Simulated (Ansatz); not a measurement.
# NbP (I4_1md) in Ansatz: a series of runs

One crystal, NbP, is run at these levels: PBE, PBEsol; tasks: phonons.

All numbers are computed with Ansatz 0.2.0; they aren't measurements. Logs are shortened: lines on timing, memory, paths and dates and some standing lists are left out, and cuts for length are marked.

## 1. The structure

It takes space group I4_1md (No. 109, tetragonal). Conventional cell: a = 3.350 Å, b = 3.350 Å, c = 11.480 Å, α = 90.00°, β = 90.00°, γ = 90.00°. Nb (site symmetry 2mm) has 6 P at 2.55 Å as nearest neighbours. P (site symmetry 2mm) is surrounded by 6 Nb at 2.55 Å.

The cell is a database's computed one.

## 2. Phonons, PBE

Input file input.yaml:

```yaml
crystal:
  lattice:
    - [-1.6749232544, 1.6749232544, 5.7401081759]
    - [1.6749232544, -1.6749232544, 5.7401081759]
    - [1.6749232544, 1.6749232544, -5.7401081759]
  atoms:
    - { symbol: Nb, position: [0.2498808, 0.7498808, 0.5] }
    - { symbol: Nb, position: [0.4998808, 0.4998808, 0.0] }
    - { symbol: P, position: [0.83274777, 0.33274777, 0.5] }
    - { symbol: P, position: [0.08274777, 0.08274777, 0.0] }
hamiltonian:
  xc: pbe
  pseudopotentials: { kind: paw }
kpoints:
  mp_grid: { grid: [8, 8, 8] }
scf:
  occupations: { method: fermi_dirac, width: 0.05 }
phonons:
  method: dfpt
```

Potentials or basis: Ansatz PAW.

Started as:

```
$ ansatz run input.yaml --threads 2 --pin off --max-ram 5632MiB --backend cpu --events-out ev --progress --plain --runs-dir out
```

The program printed:

```text
Warning: RAYON_NUM_THREADS=2 ignored (pool sized by the plan → 2); use --threads N
zone centre: on kpoints.mp_grid the ground state, and the responses unless they are solved on pairs of k-points, stand on 95 of the mesh's 512 k-points, reduced under 4 symmetry operations, with k and −k counted as one. Each operation leaves every solved displacement unchanged or reverses it
Engine: ansatz 0.2.0, x86_64-unknown-linux-gnu
Pseudopotentials: kind: paw
Pseudopotential: Nb, paw, valence charge 13, recommended cutoff 420 eV (normal), Nb.paw.azcp
Pseudopotential: P, paw, valence charge 5, recommended cutoff 420 eV (normal), P.paw.azcp
Functional definition: PBE
  parameter kappa = 0.804
  parameter beta = 0.06672455060314922
  exchange = pbe_x(kappa = kappa, mu = beta*pi^2/3)
  correlation = pbe_c(beta = beta)
Crystal: 4 atoms, lattice volume = 64.412 Å³
Basis set: ecut = 420 eV, 1231 PW (Γ), exchange–correlation on 96×96×96 points (8 copies of the dense FFT grid, shifted against one another)
Bands: 22, of which v1, the nominal top of the filled ones, is band 18 counted from 1 (17 counted from 0)
Symmetry: 8 space group operations
k-points: 95 of 512 (irreducible under 4 space group operations, time reversal used)
Non-local potential: Nb, projectors of the file, l = 0: 3, l = 1: 2, l = 2: 2, l = 3: 1
Non-local potential: P, projectors of the file, l = 0: 2, l = 1: 2, l = 2: 2
PAW form: soft (Blöchl's): semilocal exchange-correlation on the pseudo side does not see the compensation charge
PAW one-centre angular grid: Nb, 590 points (default); XC on 64 Gauss nodes
PAW one-centre angular grid: P, 110 points (default); XC on 64 Gauss nodes
Initial density: superposition of atomic densities (neutral atoms: chi_scale 0, normalization atom), corrected by the library's trained network
Initial wavefunctions: pseudopotential atomic-orbital guess
Functional: x = pbe(κ = 0.804, μ = 0.2195149727645171), c = pbe(β = 0.06672455060314922)
SCF iter   1: F=—  HF=-10620.059848 eV  |F-HF|=—  |Δ(HF+E_count)|=         —  Δρ=8.15e-3  dr2=3.12e-2  ethr=1.77e-3  ⟨swp⟩=6.0  Hψ=10577  notcnv=0
preconditioner: auto → Kerker (q_TF=auto, 2.476 Å⁻¹)  [metal: Δε(μ)=0.034 eV  Ē_g=6.514 eV  σ=0.050 eV  W_gap=0.17  n_scr=12 (ndim 8)  ℏωp=20.7 eV  f_vac=0.000  D(μ)=0.87/eV (n_scr^D=2)]
SCF iter   2: F=—  HF=-10620.058364 eV  |F-HF|=—  |Δ(HF+E_count)|=   1.48e-3  Δρ=4.52e-3  dr2=8.25e-3  ethr=8.66e-5  ⟨swp⟩=1.4  Hψ=2923  notcnv=0
SCF iter   3: F=—  HF=-10620.058875 eV  |F-HF|=—  |Δ(HF+E_count)|=   5.11e-4  Δρ=7.33e-4  dr2=2.73e-4  ethr=2.29e-5  ⟨swp⟩=2.0  Hψ=2811  notcnv=0
SCF iter   4: F=—  HF=-10620.058882 eV  |F-HF|=—  |Δ(HF+E_count)|=   6.62e-6  Δρ=1.17e-4  dr2=8.37e-6  ethr=7.58e-7  ⟨swp⟩=2.6  Hψ=3502  notcnv=0
SCF iter   5: F=—  HF=-10620.058882 eV  |F-HF|=—  |Δ(HF+E_count)|=   2.99e-8  Δρ=2.11e-5  dr2=2.92e-7  ethr=2.32e-8  ⟨swp⟩=2.6  Hψ=3158  notcnv=0
SCF iter   6: F=—  HF=-10620.058862 eV  |F-HF|=—  |Δ(HF+E_count)|=   2.03e-5  Δρ=5.36e-6  dr2=1.69e-8  ethr=8.11e-10  ⟨swp⟩=2.8  Hψ=3764  notcnv=0
SCF iter   7: F=—  HF=-10620.058862 eV  |F-HF|=—  |Δ(HF+E_count)|=   5.39e-9  Δρ=1.02e-6  dr2=5.53e-10  ethr=4.70e-11  ⟨swp⟩=2.0  Hψ=2826  notcnv=0
SCF iter   8: F=—  HF=-10620.058862 eV  |F-HF|=—  |Δ(HF+E_count)|=  3.04e-10  Δρ=1.79e-7  dr2=2.25e-11  ethr=1.54e-12  ⟨swp⟩=2.0  Hψ=2968  notcnv=0
SCF iter   9: F=-10620.058862 eV  HF=-10620.058862 eV  |F-HF|=1.82e-12  |Δ(HF+E_count)|=  1.82e-12  Δρ=3.92e-8  dr2=1.35e-12  ethr=1.00e-12  ⟨swp⟩=5.0  Hψ=8602  notcnv=0
SCF 1 converged in 9 iterations: F = -10620.058862 eV  dr2 = 1.35e-12
DFPT response loops at Γ: preconditioner auto → Kerker (q_TF=auto, 2.476 Å⁻¹) (partly filled bands, converged f_vac=0.000); β = 1.00, the filter's whole step (`scf.mixing.beta` (0.50) is not read by the response loops under this deck's `scf.mixing.preconditioner`; to damp them name `kerker` or `kerker_dos`, under which they read `scf.mixing.beta`, and type it under 1.00, their step now; both keys bind the ground state too); Broyden in place of MSR1
SCF converged after 9 iterations
Free energy (F): -10620.058862 eV
Harris-Foulkes:  -10620.058862 eV  (|F-HF|=1.82e-12)
Internal energy: -10620.051293 eV  (E = F + TS)
E sigma→0 (E₀):  -10620.055078 eV
Entropy (-TS):   -0.007568 eV (-1.892 meV/atom)
Fermi energy:    14.850342 eV
--- Per-component energies (eV) ---
  E_band       = -147.497613
  E_kinetic    = 933.311744
  E_local      = -1727.508121  (includes V_loc(G=0)·N_el)
  E_nonlocal   = 304.733913
  E_hartree    = 561.361991
  E_xc         = -477.277281
  E_vxc        = -551.845661  (∫ρ·V_xc dr)
  E_paw        = -7284.819966  (= ΣΔE_a)
  E_vpaw       = -228.913465  (= ΣTr[D̂ρ^β])
  E_aug_tail   = 0.000022  (compensation charges beyond the density's cutoff)
  E_ewald      = -2929.853596
  E_smearing   = -0.007568  (= −TS)
  E_closure    = 0.000000  (closes the sum)
  Σ components = -10620.058862   (vs F -10620.058862, Δ=0.00e0)
--- Band table (eV; the first three rows and the last of 95) ---
  k-point 0: bands = ["-40.0738", "-40.0372", "-16.3444", "-16.1475", "-16.1475", "-16.0056", "-16.0056", "-15.9643", "2.1438", "4.5387", "8.7004", "11.8356", "12.6231", "12.6231", "12.7281", "13.1449", "13.4989", "13.4989", "15.6841", "16.4458", "17.4968", "17.9837"]
  k-point 1: bands = ["-40.0674", "-40.0336", "-16.3244", "-16.1884", "-16.1776", "-16.0458", "-16.0361", "-15.9616", "2.5517", "4.6599", "8.9446", "11.2521", "12.1007", "12.3145", "12.3596", "13.0406", "13.7588", "13.8667", "15.2195", "15.6120", "17.3381", "17.6405"]
  k-point 2: bands = ["-40.0514", "-40.0258", "-16.3054", "-16.2792", "-16.2176", "-16.1268", "-16.1024", "-15.9732", "3.5281", "4.8200", "9.6482", "10.0448", "10.8157", "11.6580", "11.7318", "12.8951", "14.1651", "14.2626", "15.0027", "16.0152", "16.7658", "18.1417"]
  k-point 94: bands = ["-40.0555", "-40.0555", "-16.1576", "-16.1576", "-16.1555", "-16.1555", "-15.9973", "-15.9973", "3.1200", "3.1200", "10.8323", "10.8323", "12.1581", "12.1581", "12.1996", "12.1996", "14.3277", "14.3277", "16.0401", "16.0401", "17.1457", "17.1457"]
--- Phonons (Γ-DFPT): 6 representative perturbations + reference, on 95 of 512 k-points (Σ response iterations 18) ---
  k mesh reduced under 4 symmetry operations, with k and −k counted as one. Each operation leaves every solved displacement unchanged or reverses it
  ASR residual: 1.933e-4 → 0.000e0 eV/Å²; symmetrization residual: 6.114e-6 eV/Å²
  ASR residual per site (eV/Å²): 1.93e-4 1.93e-4 1.51e-5 1.51e-5
  Γ frequencies (cm⁻¹): 0.00 0.00 0.00 178.71 178.71 243.97 316.39 316.39 338.41 338.41 361.87 378.27
  non-analytic LO–TO correction: not included (Born effective charges unavailable; polar crystals: no LO–TO splitting at Γ)
```

Run time: 67 s. Hardware: 2 threads of Intel Xeon 6975P-C (Granite Rapids), shared host; peak memory 0.91 GiB.

What came out:

| Property | Result |
| --- | --- |
| Free energy | -10620.0589 eV |
| Band gap on the k mesh | none (metal or under the smearing width) |
| Highest phonon frequency at Γ | 378 cm⁻¹ |

Levels at points of the mesh, in eV from the Fermi level:
```tsv
k point	band 15	band 16	band 17	band 18	band 19	band 20	band 21	band 22
(0.00, 0.00, 0.00)	-2.12	-1.71	-1.35	-1.35	0.83	1.60	2.65	3.13
(0.00, 0.00, -0.50)	-2.84	-2.84	-0.42	-0.42	2.96	2.96	3.05	3.05
(0.00, -0.50, 0.00)	-2.30	-1.86	-1.50	-0.12	0.08	1.31	2.44	2.63
(0.00, -0.50, -0.50)	-2.30	-1.86	-1.50	-0.12	0.08	1.31	2.44	2.63
(-0.50, -0.50, -0.50)	-2.65	-2.65	-0.52	-0.52	1.19	1.19	2.30	2.30
```

Phonon frequencies in cm⁻¹ (negative: imaginary):
| q point | frequencies |
| --- | --- |
| (0.000, 0.000, 0.000) | 0 0 0 179 179 244 316 316 338 338 362 378 |

## 3. Phonons, PBEsol

Edit input.yaml of step 2 so:

```diff
@@ -11,3 +11,3 @@
 hamiltonian:
-  xc: pbe
+  xc: pbesol
   pseudopotentials: { kind: paw }
```

Potentials or basis: Ansatz PAW.

Started as:

```
$ ansatz run input.yaml --threads 2 --pin off --max-ram 5632MiB --backend cpu --events-out ev --progress --plain --runs-dir out
```

The program printed:

```text
Warning: RAYON_NUM_THREADS=2 ignored (pool sized by the plan → 2); use --threads N
zone centre: on kpoints.mp_grid the ground state, and the responses unless they are solved on pairs of k-points, stand on 95 of the mesh's 512 k-points, reduced under 4 symmetry operations, with k and −k counted as one. Each operation leaves every solved displacement unchanged or reverses it
Engine: ansatz 0.2.0, x86_64-unknown-linux-gnu
Pseudopotentials: kind: paw
Pseudopotential: Nb, paw, valence charge 13, recommended cutoff 420 eV (normal), Nb.paw.azcp
Pseudopotential: P, paw, valence charge 5, recommended cutoff 420 eV (normal), P.paw.azcp
Functional definition: PBEsol
  exchange = pbesol_x
  correlation = pbesol_c
Crystal: 4 atoms, lattice volume = 64.412 Å³
Basis set: ecut = 420 eV, 1231 PW (Γ), exchange–correlation on 96×96×96 points (8 copies of the dense FFT grid, shifted against one another)
Bands: 22, of which v1, the nominal top of the filled ones, is band 18 counted from 1 (17 counted from 0)
Symmetry: 8 space group operations
k-points: 95 of 512 (irreducible under 4 space group operations, time reversal used)
Non-local potential: Nb, projectors of the file, l = 0: 3, l = 1: 2, l = 2: 2, l = 3: 1
Non-local potential: P, projectors of the file, l = 0: 2, l = 1: 2, l = 2: 2
PAW form: soft (Blöchl's): semilocal exchange-correlation on the pseudo side does not see the compensation charge
PAW frozen core: Nb, regenerated for the run's functional, and the local potential with it (the file was generated under x = pbe(κ = 0.804, μ = 0.2195149727645171), c = pbe(β = 0.06672455060314922))
PAW frozen core: P, regenerated for the run's functional, and the local potential with it (the file was generated under x = pbe(κ = 0.804, μ = 0.2195149727645171), c = pbe(β = 0.06672455060314922))
PAW one-centre angular grid: Nb, 590 points (default); XC on 64 Gauss nodes
PAW one-centre angular grid: P, 110 points (default); XC on 64 Gauss nodes
Initial density: superposition of atomic densities (neutral atoms: chi_scale 0, normalization atom), corrected by the library's trained network
Initial wavefunctions: pseudopotential atomic-orbital guess
Functional: x = pbesol(κ = 0.804, μ = 0.12345679012345678), c = pbesol(β = 0.046)
SCF iter   1: F=—  HF=-10475.358930 eV  |F-HF|=—  |Δ(HF+E_count)|=         —  Δρ=8.35e-3  dr2=2.79e-2  ethr=1.77e-3  ⟨swp⟩=6.0  Hψ=10530  notcnv=0
preconditioner: auto → Kerker (q_TF=auto, 2.476 Å⁻¹)  [metal: Δε(μ)=0.037 eV  Ē_g=6.502 eV  σ=0.050 eV  W_gap=0.18  n_scr=12 (ndim 8)  ℏωp=20.7 eV  f_vac=0.000  D(μ)=0.89/eV (n_scr^D=2)]
SCF iter   2: F=—  HF=-10475.355469 eV  |F-HF|=—  |Δ(HF+E_count)|=   3.46e-3  Δρ=4.68e-3  dr2=8.42e-3  ethr=7.75e-5  ⟨swp⟩=1.4  Hψ=2921  notcnv=0
SCF iter   3: F=—  HF=-10475.354415 eV  |F-HF|=—  |Δ(HF+E_count)|=   1.05e-3  Δρ=6.67e-4  dr2=3.02e-4  ethr=2.34e-5  ⟨swp⟩=2.7  Hψ=3237  notcnv=0
SCF iter   4: F=—  HF=-10475.354351 eV  |F-HF|=—  |Δ(HF+E_count)|=   6.37e-5  Δρ=1.20e-4  dr2=8.55e-6  ethr=8.38e-7  ⟨swp⟩=2.2  Hψ=2807  notcnv=0
SCF iter   5: F=—  HF=-10475.354351 eV  |F-HF|=—  |Δ(HF+E_count)|=   2.33e-8  Δρ=2.03e-5  dr2=2.63e-7  ethr=2.37e-8  ⟨swp⟩=2.3  Hψ=3061  notcnv=0
SCF iter   6: F=—  HF=-10475.354330 eV  |F-HF|=—  |Δ(HF+E_count)|=   2.14e-5  Δρ=4.31e-6  dr2=9.92e-9  ethr=7.31e-10  ⟨swp⟩=2.4  Hψ=3256  notcnv=0
SCF iter   7: F=—  HF=-10475.354330 eV  |F-HF|=—  |Δ(HF+E_count)|=  1.16e-10  Δρ=6.27e-7  dr2=1.45e-10  ethr=2.76e-11  ⟨swp⟩=2.5  Hψ=3467  notcnv=0
SCF iter   8: F=-10475.354330 eV  HF=-10475.354330 eV  |F-HF|=1.82e-12  |Δ(HF+E_count)|=  5.82e-11  Δρ=9.01e-8  dr2=4.22e-12  ethr=1.00e-12  ⟨swp⟩=5.1  Hψ=8957  notcnv=0
SCF 1 converged in 8 iterations: F = -10475.354330 eV  dr2 = 4.22e-12
DFPT response loops at Γ: preconditioner auto → Kerker (q_TF=auto, 2.476 Å⁻¹) (partly filled bands, converged f_vac=0.000); β = 1.00, the filter's whole step (`scf.mixing.beta` (0.50) is not read by the response loops under this deck's `scf.mixing.preconditioner`; to damp them name `kerker` or `kerker_dos`, under which they read `scf.mixing.beta`, and type it under 1.00, their step now; both keys bind the ground state too); Broyden in place of MSR1
SCF converged after 8 iterations
Free energy (F): -10475.354330 eV
Harris-Foulkes:  -10475.354330 eV  (|F-HF|=1.82e-12)
Internal energy: -10475.346638 eV  (E = F + TS)
E sigma→0 (E₀):  -10475.350484 eV
Entropy (-TS):   -0.007692 eV (-1.923 meV/atom)
Fermi energy:    14.734261 eV
--- Per-component energies (eV) ---
  E_band       = -150.081051
  E_kinetic    = 932.519510
  E_local      = -1730.821611  (includes V_loc(G=0)·N_el)
  E_nonlocal   = 308.586413
  E_hartree    = 560.752449
  E_xc         = -473.861955
  E_vxc        = -550.218105  (∫ρ·V_xc dr)
  E_paw        = -7143.137478  (= ΣΔE_a)
  E_vpaw       = -231.652172  (= ΣTr[D̂ρ^β])
  E_aug_tail   = 0.000020  (compensation charges beyond the density's cutoff)
  E_ewald      = -2929.853596
  E_core_change = 0.469610  (= ΣΔE_core)
  E_smearing   = -0.007692  (= −TS)
  E_closure    = -0.000000  (closes the sum)
  Σ components = -10475.354330   (vs F -10475.354330, Δ=0.00e0)
--- Band table (eV; the first three rows and the last of 95) ---
  k-point 0: bands = ["-40.0782", "-40.0412", "-16.3811", "-16.1819", "-16.1819", "-16.0371", "-16.0371", "-15.9961", "2.0474", "4.4632", "8.5733", "11.7154", "12.5216", "12.5216", "12.5933", "13.0155", "13.3980", "13.3980", "15.5717", "16.3369", "17.3834", "17.8865"]
  k-point 1: bands = ["-40.0717", "-40.0376", "-16.3609", "-16.2234", "-16.2125", "-16.0779", "-16.0680", "-15.9933", "2.4580", "4.5859", "8.8178", "11.1378", "11.9921", "12.2007", "12.2449", "12.9365", "13.6425", "13.7461", "15.1008", "15.4975", "17.2358", "17.5384"]
  k-point 2: bands = ["-40.0555", "-40.0296", "-16.3419", "-16.3155", "-16.2528", "-16.1599", "-16.1352", "-16.0051", "3.4419", "4.7470", "9.5243", "9.9289", "10.7028", "11.5489", "11.6217", "12.7916", "14.0407", "14.1429", "14.8810", "15.9009", "16.6534", "18.0416"]
  k-point 94: bands = ["-40.0597", "-40.0597", "-16.1919", "-16.1919", "-16.1900", "-16.1900", "-16.0288", "-16.0288", "3.0301", "3.0301", "10.7196", "10.7196", "12.0515", "12.0515", "12.0607", "12.0607", "14.2384", "14.2384", "15.9292", "15.9292", "17.0373", "17.0373"]
--- Phonons (Γ-DFPT): 6 representative perturbations + reference, on 95 of 512 k-points (Σ response iterations 18) ---
  k mesh reduced under 4 symmetry operations, with k and −k counted as one. Each operation leaves every solved displacement unchanged or reverses it
  ASR residual: 2.407e-4 → 0.000e0 eV/Å²; symmetrization residual: 4.388e-6 eV/Å²
  ASR residual per site (eV/Å²): 2.41e-4 2.41e-4 1.82e-5 1.82e-5
  Γ frequencies (cm⁻¹): 0.00 0.00 0.00 178.82 178.82 240.20 313.45 313.45 334.99 334.99 359.20 374.62
  non-analytic LO–TO correction: not included (Born effective charges unavailable; polar crystals: no LO–TO splitting at Γ)
```

It took 71 s on 2 threads of Intel Xeon 6975P-C (Granite Rapids), shared host; peak memory 0.9 GiB.

What came out:

| Item | Value |
| --- | --- |
| Free energy | -10475.3543 eV |
| Band gap on the k mesh | none (metal or under the smearing width) |
| Highest phonon frequency at Γ | 375 cm⁻¹ |

Phonon frequencies in cm⁻¹ (negative: imaginary):
| q point | frequencies |
| --- | --- |
| (0.000, 0.000, 0.000) | 0 0 0 179 179 240 313 313 335 335 359 375 |

Caveat: the PAW data sets come from PBE, with cores solved anew for the run's functional, which leaves a small shift of forces and pressure.
